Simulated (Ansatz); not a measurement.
Molecular dynamics on a 2×2×2 supercell (16 atoms) of AlAs (zincblende), relaxed with r2SCAN. Forces come from PBEsol in the PAW code Ansatz: a Langevin thermostat at fixed volume, 100 K, steps of 3 fs. Spin polarisation is off, nuclei are classical, and the run is far too short for thermal averages.

```yaml
crystal:
  lattice:
    - [0.0, 5.6778492746, 5.6778492746]
    - [5.6778492746, 0.0, 5.6778492746]
    - [5.6778492746, 5.6778492746, 0.0]
  atoms:
    - { symbol: Al, position: [0.0, 0.0, 0.0] }
    - { symbol: As, position: [0.125, 0.125, 0.125] }
    - { symbol: Al, position: [0.0, 0.0, 0.5] }
    - { symbol: As, position: [0.125, 0.125, 0.625] }
    - { symbol: Al, position: [0.0, 0.5, 0.0] }
    - { symbol: As, position: [0.125, 0.625, 0.125] }
    - { symbol: Al, position: [0.0, 0.5, 0.5] }
    - { symbol: As, position: [0.125, 0.625, 0.625] }
    - { symbol: Al, position: [0.5, 0.0, 0.0] }
    - { symbol: As, position: [0.625, 0.125, 0.125] }
    - { symbol: Al, position: [0.5, 0.0, 0.5] }
    - { symbol: As, position: [0.625, 0.125, 0.625] }
    - { symbol: Al, position: [0.5, 0.5, 0.0] }
    - { symbol: As, position: [0.625, 0.625, 0.125] }
    - { symbol: Al, position: [0.5, 0.5, 0.5] }
    - { symbol: As, position: [0.625, 0.625, 0.625] }
kpoints:
  mp_grid: { grid: [2, 2, 2] }
hamiltonian:
  xc: pbesol
scf:
  occupations: { method: fermi_dirac, width: 0.02 }
md:
  ensemble: nvt_langevin
  temperature: 100
  timestep: 3.0
  n_steps: 20
  initial_velocities: maxwell_boltzmann
  seed: 7890
```

Run as `ansatz run input.yaml --threads 4 --pin off --max-ram 3686MiB --backend cpu --events-out ev --progress --plain --runs-dir out`. It took 63 s on 4 threads of Arm Neoverse V2 (shared host), load about 0.9 per core; peak host memory 1.2 GiB.

Problem. How do temperature and energy develop?

Solution. The temperature starts at 94 K, is lowest at step 9 (40 K, 27 fs) and ends at 94 K. The atoms start on their lattice sites with kinetic energy alone, so much of it first passes into potential energy. By the last step the atoms have moved 0.06 Å in the root mean square, the drift of the whole cell taken out, 0.11 Å at most.
```tsv
step	t (fs)	T (K)	free energy F from step 0 (meV/atom)	kinetic energy (meV/atom)	largest force (eV/Å)
0	0	94	0.0	12.1	0.00
1	3	94	0.2	12.2	0.17
2	6	85	0.9	10.9	0.33
3	9	76	1.9	9.8	0.47
4	12	68	3.0	8.8	0.59
5	15	65	4.3	8.4	0.70
6	18	56	5.5	7.2	0.79
7	21	53	6.5	6.8	0.86
8	24	43	7.3	5.6	0.94
9	27	40	7.8	5.1	0.99
10	30	49	7.9	6.3	1.01
11	33	55	7.5	7.1	1.00
12	36	63	6.8	8.2	0.96
13	39	75	6.0	9.6	0.88
14	42	79	5.3	10.2	0.76
15	45	89	4.6	11.5	0.61
16	48	93	4.2	12.0	0.49
17	51	100	4.3	13.0	0.52
18	54	105	4.7	13.5	0.55
19	57	106	5.5	13.7	0.55
20	60	94	6.6	12.1	0.59
```

Positions (Å) and forces (eV/Å) at step 20:
```
Al  -0.042  -0.041  -0.027    -0.246  -0.154   0.021
As   1.364   1.356   1.382     0.177   0.349   0.008
Al   2.827   2.836  -0.005    -0.208  -0.313   0.270
As   4.148   4.260   1.448     0.498   0.175  -0.149
Al   2.808  -0.037   2.778     0.039   0.114   0.353
As   4.215   1.380   4.239     0.077   0.211  -0.168
Al   5.646   2.821   2.769    -0.297   0.030   0.506
As   7.117   4.185   4.230    -0.352   0.301  -0.280
Al   0.017   2.851   2.820     0.204  -0.144   0.116
As   1.456   4.257   4.260    -0.289   0.175  -0.161
Al   2.817   5.745   2.854    -0.029   0.097   0.065
As   4.281   7.153   4.280     0.011  -0.279  -0.228
Al   2.855   2.878   5.672     0.297  -0.252   0.080
As   4.309   4.280   7.110    -0.081  -0.005  -0.440
Al   5.721   5.679   5.625    -0.093  -0.152   0.029
As   7.074   7.135   7.055     0.294  -0.152  -0.021
```
